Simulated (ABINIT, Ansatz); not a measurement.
## A GW run on LiBr (Fm-3m) in ABINIT, with inputs changed

What do changed inputs do to GW on LiBr (Fm-3m)?

Calculated with ABINIT 10.8.3; PBE and many-body steps on it, plane waves.

Most raw output is cut from this account.

### Step 1. The structure

The structure is cubic, space group Fm-3m (No. 225). The conventional cell has a = 5.501 Å, b = 5.501 Å, c = 5.501 Å, α = 90.00°, β = 90.00°, γ = 90.00°. Nearest to Li lie 6 Br at 2.75 Å. Nearest to Br lie 6 Li at 2.75 Å. Farther neighbours and most contacts between anions are not listed.

The cell and positions come from the Crystallography Open Database and are kept as given unless a step says otherwise.

### Step 2. Screening, 6×6×6 mesh, 313 bands, screening to 283 eV

This step: ABINIT 10.8.3; RPA screening on PBE, plane waves, norm-conserving pseudopotentials.

The RPA dielectric matrix is built and inverted for each q.

run.abi reads:

```
acell 3*1.0 Angstrom
rprim 
  0.000000000000 2.750650000000 2.750650000000
  2.750650000000 0.000000000000 2.750650000000
  2.750650000000 2.750650000000 0.000000000000
ntypat 2
znucl 3 35
natom 2
typat 1 2
xred 
  0.000000000000 0.000000000000 0.000000000000
  0.500000000000 0.500000000000 0.500000000000
pp_dirpath "pseudos"
pseudos "Li.upf, Br.upf"
ecut 33
ngkpt 6 6 6
nshiftk 1
shiftk 0 0 0
kptopt 1
chksymbreak 0
istwfk *1
occopt 1
irdwfk 1
optdriver 3
nband 313
ecuteps 10.4
inclvkb 2
awtr 1
symchi 1
indata_prefix "in"
outdata_prefix "out"
tmpdata_prefix "tmp"
```

Run with:

```
> OMP_NUM_THREADS=1 mpirun -n 8 abinit run.abi > log
```

Elapsed: 14 min, on 8 MPI ranks of Arm Neoverse N1, shared host; peak memory 3.9 GiB; 1.9 h of CPU time.

Numbers from this step:

| Property | Result |
| --- | --- |
| ε∞ with local fields, on this mesh, along the program's q direction | 3.170 |
| the same without local fields | 3.770 |
| plasma frequency | 18.20 eV |
| plane waves in the screening matrix | 459 |

Local fields lower ε∞ by 16 %.

### Step 3. Base

The self-energy is evaluated for the states that the input lists, and the levels follow from it, in one-shot runs by the linearised quasiparticle equation.

This step: G0W0 on PBE, plane waves, norm-conserving pseudopotentials.

run.abi: that of step 2 with these lines changed.

```diff
@@ -23,8 +23,15 @@
 irdwfk 1
-optdriver 3
+optdriver 4
 nband 313
+gwcalctyp 0
+ecutsigx 33
+symsigma 1
+nkptgw 1
+kptgw 
+  0.0000000000 0.0000000000 0.0000000000
+bdgw 
+  3 9
 ecuteps 10.4
-inclvkb 2
-awtr 1
-symchi 1
+irdscr 1
+ppmodel 1
 indata_prefix "in"
```

The job ended after 80 s (8 MPI ranks; peak memory 4.7 GiB).

This step gave:

- G0W0 gap on the points computed: 7.153 eV
- starting gap on the mesh: 4.938 eV
- k of the valence top: 0, 0, 0
- k of the conduction bottom: 0, 0, 0
- Z at the valence top: 0.804
- Z at the conduction bottom: 0.84
- least direct G0W0 gap on the computed points: 7.153 eV

The gap on the mesh goes from 4.94 eV to 7.15 eV, a correction of +2.21 eV.

### Step 4. A keyword of another program

run.abi: that of step 3 with these lines changed.

```diff
@@ -36,2 +36,3 @@
 ppmodel 1
+ENCUTGW 100
 indata_prefix "in"
```

Wall time 0.82 s (8 MPI ranks); peak memory 0.05 GiB.

The run stopped with an error after 0.82 s.

The program's words: Found token: `ENCUTGW` in the input file. This name is not one of the registered input variable names (see Action: check your input file. Perhaps you mistyped the input variable, or specified "img", although this was not permitted for this input variable.

The fault put into this input: a keyword of another program.

### Step 5. The runs together

Times are wall times on 8 MPI ranks of Arm Neoverse N1, shared host, good to a factor of about two. A run's time includes the screening step that it read.

```csv
run,mesh,bands,screening cutoff (eV),DFT gap (eV),gap on the mesh (eV),direct (eV),ε∞ used,time
base,6×6×6,313,283,4.938,7.153,7.153,3.17,15 min
```

### Step 6. What came out

| Item | Value |
| --- | --- |
| base | 7.153 eV |
| known limits | not at the basis limit; no spin-orbit coupling |

What this shows: Bands and cutoff are finite, so the gap is not at the basis limit. The miss can reach some tenths of an eV and take either sign; the mesh is an error of its own. In the G0W0 run levels were corrected at 1 k point alone, so a gap called «on the mesh» is the least over those, and an edge elsewhere would be missed. The many-body steps are scalar-relativistic: spin-orbit coupling is not in them.

[Paths, hosts, dates, memory and timing lines, banners, echoed tables and standing remarks are left out of the program output.]

[Logs are printed without paths, hosts, clocks, repeated set-up lines and the standing remarks that a program may print on its own settings, such as how far it seeks lower states.]

[Runs of the session that timed out or met a known fault of the program may be left out.]

[Hosts, paths, dates, database ids (printed as entryN), source tags and the programs' standing remarks are cut or masked in the printed files.]

[G0W0 gaps are taken among the corrected bands and points alone; a level outside them can change the order at an edge.]

[Where Ansatz stands beside ABINIT at settings called matched, ABINIT's density can come from a denser mesh and the files from another edition; pairs whose starting gaps differed by over 0.03 eV were left out, so agreement reads better than it is.]
